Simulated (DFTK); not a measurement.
# HfO2 (P4_2/nmc) in DFTK: reference runs

Reference runs on HfO2: the cell as given.

Everything below comes from runs of DFTK 0.8.2. Logs are shortened: lines on timing, memory, paths and dates and some standing lists are left out, and cuts for length are marked.

## (1) The structure

It takes space group P4_2/nmc (No. 137, tetragonal). The conventional cell has a = 3.558 Å, b = 3.558 Å, c = 5.172 Å, α = 90.00°, β = 90.00°, γ = 90.00°. Around Hf (site symmetry -4m2) lie 4 O at 2.05 Å. Around O (site symmetry 2mm) lie 2 Hf at 2.05 Å.

Measurements of this composition are mostly on another form, of space group No. 14.

## (2) Single point, PBEsol

run.jl

```julia
using DFTK
using PseudoPotentialData
using Unitful, UnitfulAtomic
using LinearAlgebra, Printf
include("save.jl")
disable_threading()

# lattice vectors are the columns
lattice = austrip(1u"Å") * [    3.55801933            0.0            0.0;
                      0.0     3.55801933            0.0;
                      0.0            0.0     5.17186121]
symbols   = [:Hf, :Hf, :O, :O, :O, :O]
positions = [[0.0, 0.0, 0.0],
             [0.5, 0.5, 0.5],
             [0.0, 0.5, 0.19720788],
             [0.5, 0.0, 0.30279212],
             [0.5, 0.0, 0.80279212],
             [0.0, 0.5, 0.69720788]]
pseudopotentials = PseudoFamily("dojo.nc.sr.pbesol.v0_4_1.standard.upf")
elements = Dict(s => ElementPsp(s, pseudopotentials) for s in unique(symbols))
atoms    = [elements[s] for s in symbols]

build_model(lattice, positions; symmetries=true) =
    model_DFT(lattice, atoms, positions;
              functionals=PBEsol(),
              temperature=austrip(0.05u"eV"),
              smearing=Smearing.FermiDirac(),
              symmetries)
Ecut  = 42.0  # hartree
kgrid = [8, 8, 5]
tol   = 1e-6
to_GPa = ustrip(uconvert(u"GPa", 1u"hartree/bohr^3"))

model = build_model(lattice, positions)
basis = PlaneWaveBasis(model; Ecut, kgrid)
display(basis)
scfres = self_consistent_field(basis;
                               tol,
                               nbandsalg=AdaptiveBands(model; n_bands_converge=30))
display(scfres.energies)
@printf "Fermi level: %.6f eV\n" ustrip(auconvert(u"eV", something(scfres.εF, NaN)))
forces = compute_forces_cart(scfres)
println("Forces (eV/Å)")
for (s, f) in zip(symbols, forces)
    @printf "%-3s %12.6f %12.6f %12.6f\n" s ustrip.(auconvert.(u"eV/Å", f))...
end
stress = compute_stresses_cart(scfres)
println("Stress (GPa)")
display(round.(stress * to_GPa; digits=4))
println("Levels at the first k-point (eV): ", round.(ustrip.(auconvert.(u"eV", scfres.eigenvalues[1][1:scfres.n_bands_converge])); digits=4))
save_scf!(scfres; forces, stress)
```

Potentials or basis: dojo.nc.sr.pbesol.v0_4_1.standard.upf (PBEsol).

Run with:

```console
> julia --threads=1 run.jl  # save.jl only writes the numbers to a file and isn't shown; printed stress counts tension as positive; times include loading and compiling
```

Log:

```text
PlaneWaveBasis discretization:

    Ecut                 : 42.0 Ha
    fft_size             : (48, 48, 60), 138240 total points
    kgrid                : MonkhorstPack([8, 8, 5])
    num.   red. kpoints  : 320
    num. irred. kpoints  : 45

    Discretized Model(gga_x_pbe_sol+gga_c_pbe_sol, 3D):
        lattice (in Bohr)    : [6.72368   , 0         , 0         ]
                               [0         , 6.72368   , 0         ]
                               [0         , 0         , 9.7734    ]
        unit cell volume     : 441.83 Bohr³

        atoms                : Hf₂O₄
        pseudopot. family    : PseudoFamily("dojo.nc.sr.pbesol.v0_4_1.standard.upf")

        num. electrons       : 48
        spin polarization    : none
        temperature          : 0.0018375 Ha
        smearing             : DFTK.Smearing.FermiDirac()

        terms                : Kinetic()
                               AtomicLocal()
                               AtomicNonlocal()
                               Ewald(nothing)
                               PspCorrection()
                               Hartree()
                               Xc(gga_x_pbe_sol, gga_c_pbe_sol)
                               Entropy()
n     Energy            log10(ΔE)   log10(Δρ)   Diag   Δtime
---   ---------------   ---------   ---------   ----   ------
  1   -178.7133604768                   -0.24    8.6    66.5s
  2   -178.6580369167   +   -1.26       -0.20    4.5    51.0s
  3   -179.0816273281       -0.37       -0.57    4.5    50.3s
  4   -179.1613700599       -1.10       -1.15    4.0    62.3s
  5   -179.1645358849       -2.50       -1.51    2.3    27.8s
  6   -179.1655677036       -2.99       -2.03    2.2    25.9s
  7   -179.1656537689       -4.07       -2.57    1.8    22.6s
  8   -179.1656687792       -4.82       -3.42    4.1    28.6s
  9   -179.1656691717       -6.41       -3.98    5.6    45.1s
 10   -179.1656691804       -8.06       -4.13    3.6    30.7s
 11   -179.1656691862       -8.24       -4.90    2.0    21.5s
 12   -179.1656691864       -9.66       -5.46    5.1    29.2s
 13   -179.1656691864   +  -10.55       -5.22    3.6    25.9s
 14   -179.1656691865      -10.37       -6.67    2.2    21.6s
Energy breakdown (in Ha):
    Kinetic             73.3705202
    AtomicLocal         -102.8889714
    AtomicNonlocal      -5.2228197
    Ewald               -134.8930803
    PspCorrection       7.4849393
    Hartree             27.9920741
    Xc                  -45.0083313
    Entropy             0.0000000

    total               -179.165669186456
Fermi level: 9.496486 eV
Forces (eV/Å)
Hf     -0.000000     0.000000    -0.000000
Hf      0.000000    -0.000000    -0.000000
O       0.000000     0.000000     0.000023
O      -0.000000    -0.000000    -0.000023
O      -0.000000    -0.000000    -0.000023
O       0.000000     0.000000     0.000023
Stress (GPa)
3×3 StaticArraysCore.SMatrix{3, 3, Float64, 9} with indices SOneTo(3)×SOneTo(3):
 1.2816  0.0     0.0
 0.0     1.2816  0.0
 0.0     0.0     1.5769
Levels at the first k-point (eV): [-52.9959, -52.9788, -22.0369, -21.668, -21.668, -21.5927, -21.553, -21.553, -10.7879, -9.1333, -8.7444, -8.1154, 1.7607, 2.3494, 2.5514, 2.5514, 4.5018, 4.5018, 5.8394, 5.8394, 6.4599, 7.0351, 7.0824, 7.0824, 11.841, 11.8863, 13.1243, 13.3715, 13.6062, 14.7596]
```

Wall time 12 min (1 thread of Intel Xeon at 2.70GHz, shared host); peak memory 3.5 GiB.

Results:

| Property | Result |
| --- | --- |
| Free energy | -4875.3462 eV |
| Pressure | -1.4 GPa |
| Band gap on the k mesh | 4.69 eV, indirect (least direct gap 4.76 eV) |

Caveat: spin-orbit coupling is left out, which moves the levels of the heavy elements; an odd mesh through Γ misses points on the zone boundary, where band edges often lie.
